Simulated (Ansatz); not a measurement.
# B5N4: the cost of one run

Method: DFT PBE+D3(BJ), scalar-relativistic, plane waves, PAW, in Ansatz 0.2.0.

3 further runs of the same task are left out: 1 that didn't finish, 2 set aside as unsound or not needed.

### 1 The system as given

It takes space group P-3m1 (No. 164, trigonal). Conventional cell: a = 2.506 Å, b = 2.506 Å, c = 26.925 Å, α = 90.00°, β = 90.00°, γ = 120.00°. B (site symmetry 3m) has 3 N at 1.45 Å as nearest neighbours. N (site symmetry 3m) has 3 B at 1.45 Å as nearest neighbours.

Structure file:

```cif
data_structure
_symmetry_space_group_name_H-M 'P-3m1'
_symmetry_Int_Tables_number 164
_cell_length_a 2.5064
_cell_length_b 2.5064
_cell_length_c 26.9253
_cell_angle_alpha 90.000
_cell_angle_beta 90.000
_cell_angle_gamma 120.000
_cell_volume 146.49
loop_
_atom_site_label
_atom_site_type_symbol
_atom_site_symmetry_multiplicity
_atom_site_Wyckoff_symbol
_atom_site_fract_x
_atom_site_fract_y
_atom_site_fract_z
_atom_site_occupancy
B1 B 2 d 0.66667 0.33333 0.31569 1
N1 N 2 d 0.33333 0.66667 0.31569 1
B2 B 2 d 0.33333 0.66667 0.43856 1
N2 N 2 d 0.66667 0.33333 0.43856 1
```

Planes are indexed in the bulk's conventional cell (P6_3/mmc (No. 194)), a = 2.506 Å, b = 2.506 Å, c = 6.617 Å, α = 90.00°, β = 90.00°, γ = 120.00°.

This (001) slab, 9.9 Å thick as cut, with 17 Å of vacuum; its outer planes are BN (top) and BN (bottom), was relaxed beforehand with its lower half held: -2170.6252 eV, gap on the mesh 4.33 eV, ionisation potential 5.86 eV, electron affinity 1.53 eV.

### 2 B put at a top (B) site

With the adsorbate the run is spin-polarised.

input.yaml reads:

```yaml
crystal:
  lattice:
    - [2.5064381127, 0.0, 0.0]
    - [-1.2532190563, 2.1706390786, 0.0]
    - [0.0, 0.0, 28.925271178]
  atoms:
    - { symbol: B, position: [0.6666666667, 0.3333333333, 0.2938606849] }
    - { symbol: "N", position: [0.3333333333, 0.6666666667, 0.2938606849] }
    - { symbol: B, position: [0.3333333333, 0.6666666667, 0.4082389981] }
    - { symbol: "N", position: [0.6666666667, 0.3333333333, 0.4082389981] }
    - { symbol: B, position: [0.6666666667, 0.3333333333, 0.5226173113] }
    - { symbol: "N", position: [0.3333333333, 0.6666666667, 0.5226173113] }
    - { symbol: B, position: [0.3333333333, 0.6666666667, 0.6369956245] }
    - { symbol: "N", position: [0.6666666667, 0.3333333333, 0.6369956245] }
    - { symbol: B, position: [0.3333333333, 0.6666666667, 0.6950763246], spin: 1.0 }
basis:
  ecutwfc: 420
kpoints:
  mp_grid: { grid: [12, 12, 1] }
hamiltonian:
  xc: pbe
  dispersion: d3bj
scf:
  occupations: { method: gaussian, width: 0.05 }
output:
  forces: true
  eigenvalues: true
  populations: true
  write_density: true
  write_potential: true
  elf: true
  volumetric_format: npy
magnetization:
  spin_polarized: true
relax:
  adjacent_minimum: "off"
  f_tol: 0.03
  max_steps: 70
  constraints: [{ sites: [0, 1, 2, 3] }]
efield:
  axis: 3
  dipole_correction: true
  ramp_width: 0.04
```

Run with:

```bash
$ ansatz run input.yaml --threads 2 --pin off --max-ram 5120MiB --backend cpu --events-out ev --progress --plain --runs-dir out
```

Q: Estimate wall time and peak memory on 2 threads of Arm Neoverse V2, shared host.

About 3.6 min, with a peak of 0.46 GiB.
